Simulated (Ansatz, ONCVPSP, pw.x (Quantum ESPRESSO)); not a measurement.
## Sn: one change to the ONCV potential, in the atom and in the bcc crystal

ONCVPSP 4.0.1 input, shortened (lines: element, Z, core and valence counts, functional; n l f; lmax; l rc ep ncon nbas qcut; lloc lpopt rc5 dvloc0; l nproj debl; icmod fcfact rcfact), PBE, scalar-relativistic:

```
  Sn 50.00    9    2        4      upf
    1    0    2.00
    2    0    2.00
    2    1    6.00
    3    0    2.00
    3    1    6.00
    3    2   10.00
    4    0    2.00
    4    1    6.00
    4    2   10.00
    5    0    2.00
    5    1    2.00
    2
    0    2.10    0.00    5    8    2.80
    1    2.80    0.00    4    7    3.10
    2    2.80    0.24    3    6    3.50
    4    5    1.70    0.00
    0    2    2.10
    1    2    0.60
    2    1    3.40
    1    0.30    0.00
```

Change: core correction Teter function, fcfact 1.75, rcfact 1.05.

Cutoffs, loose and tight: the cutoffs (Ha) at which the residual kinetic energy of the hardest occupied pseudo-wave falls to 1 and 0.1 mHa per electron. They do not see the model core or the augmentation charge, which bear on the density cutoff. Test errors are all-electron minus pseudo excitation energies from the reference, over the configurations 5s2 5p1; 5s2 5p0; 5s1 5p0; 5s0 5p4; variants that change the core or the reference have their own tests.

Crystal test: bcc Sn in pw.x 7.5, no spin, 12³ k-points, Fermi–Dirac smearing 0.01 Ry, cutoffs set for each file from its atomic test. The reference is all-electron LAPW (Ansatz 0.2.0) with the same functional, mesh and smearing; V0 and B0 come from Birch–Murnaghan fits to the pressures at five volumes. Errors are pseudo minus all-electron; Δ is the rms difference of the E(V) curves that follow from these fits, minima aligned, over ±6 % about the mean V0. Mesh and smearing are coarse, so the numbers serve the comparison and aren't converged zero-temperature values; the lattice is a test structure that the element need not adopt.

All-electron: a0 = 3.809 Å (V0 = 27.63 Å³/atom), B0 = 46.7 GPa.

Does the change bring the crystal closer to the all-electron result?

The mean pressure error goes from -1.37 to -1.06 GPa, so the change moves the solid closer to the all-electron pressures. The B0 error goes the other way, from +4.2 to +5.6 %.

```
                       quantity       base    changed
                 outcome (atom)  generated  generated
           cutoff, loose (atom)      14 Ha      14 Ha
           cutoff, tight (atom)      30 Ha      30 Ha
            bound ghosts (atom)       none       none
largest test error (meV) (atom)       -356        +59
           cutoffs in pw.x (Ry)     70/280     70/280
                         a0 (Å)      3.770      3.780
                   a0 error (%)      -1.02      -0.76
                   B0 error (%)       +4.2       +5.6
                   Δ (meV/atom)        8.7        6.5
      mean pressure error (GPa)      -1.37      -1.06
```

Base: This is a poor potential for the solid. Changed file: This is a poor potential for the solid.
